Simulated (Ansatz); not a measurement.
Mg under changes of volume

One of the cells (23.237 Å³/atom); the others are scaled copies at fixed shape and fractional positions:

```
CELL_PARAMETERS angstrom
3.20930 0.00000 0.00000
-1.60465 2.77934 0.00000
0.00000 0.00000 5.21030
ATOMIC_POSITIONS crystal
Mg 0.66667 0.33333 0.75000
Mg 0.33333 0.66667 0.25000
```

| Item | Value |
| --- | --- |
| Program | Ansatz 0.2.0 |
| Functional | PBE |
| Potentials or basis | JTH PAW |
| Cutoff | 900 eV (not typed: the program's choice for these potentials) |
| k mesh | 10 × 10 × 5 |
| Occupations | fermi-dirac, width 0.05 eV |
| Spin | no spin polarisation |

```csv
volume (Å³/atom),energy over the lowest point (meV/atom),pressure (GPa)
21.843,?,?
22.308,2.16,1.2
22.772,0.00,0.4
23.237,0.01,-0.3
23.702,1.98,-1.0
24.167,5.71,-1.6
24.631,11.03,-2.1
```

What does the run at 21.843 Å³/atom give?

Energy over the lowest point 6.74 meV/atom; pressure 2.1 GPa.

Worked out: A Birch-Murnaghan fit of order 3 (a polynomial in V^(-2/3)) to the other rows has its minimum at 23.00 Å³/atom with B0 = V·E''(V) = 35 GPa and B' = 4.1 at fixed shape and positions, which overstates the stiffness. It gives 6.73 meV/atom at 21.843 Å³/atom, against the run's 6.74, and -dE/dV = 2.0 GPa, against 2.1.

Energies are extrapolated to zero smearing.
